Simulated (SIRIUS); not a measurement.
# CuO under changes of volume

One of the cells (12.857 Å³/atom); the others are scaled copies at fixed shape and fractional positions:

```xyz
2
Lattice="0.0000 2.3427 2.3427 2.3427 0.0000 2.3427 2.3427 2.3427 0.0000" Properties=species:S:1:pos:R:3 pbc="T T T"
Cu    0.0000    0.0000    0.0000
O     1.1713    1.1713    1.1713
```

Measurements of this composition are mostly on another form, of space group No. 15.

| Quantity | Value |
| --- | --- |
| Program | SIRIUS 7.10.0 |
| Functional | PBE |
| Potentials or basis | PseudoDojo 0.4.1 PBE standard (scalar relativistic) |
| Cutoff | 1254 eV |
| Density cutoff | 5016 eV |
| k mesh | 10 × 10 × 10 |
| Occupations | fermi-dirac, width 0.05 eV |
| Spin | no spin polarisation |

```csv
volume (Å³/atom),energy over the lowest point (meV/atom),pressure (GPa)
11.848,0.00,-3.2
12.100,7.14,-5.7
12.353,?,?
12.857,48.68,-11.5
13.109,67.98,-13.0
13.361,89.48,-14.3
```

Problem. What does the run at 12.353 Å³/atom give?

Solution. Energy over the lowest point 17.90 meV/atom; pressure -7.9 GPa.

Worked out: A Birch-Murnaghan fit of order 3 (a polynomial in V^(-2/3)) to the other rows has its minimum at 11.55 Å³/atom, just outside them, with B0 = V·E''(V) = 137 GPa and B' = 4.6. It gives 17.94 meV/atom at 12.353 Å³/atom, against the run's 17.90, and -dE/dV = -7.9 GPa, against -7.9.

Energies are extrapolated to zero smearing.

Caveats: an odd number of electrons without spin polarisation forces a metal; a magnetic or distorted state may lie lower; the run has no spin polarisation, though such a crystal can be magnetic.
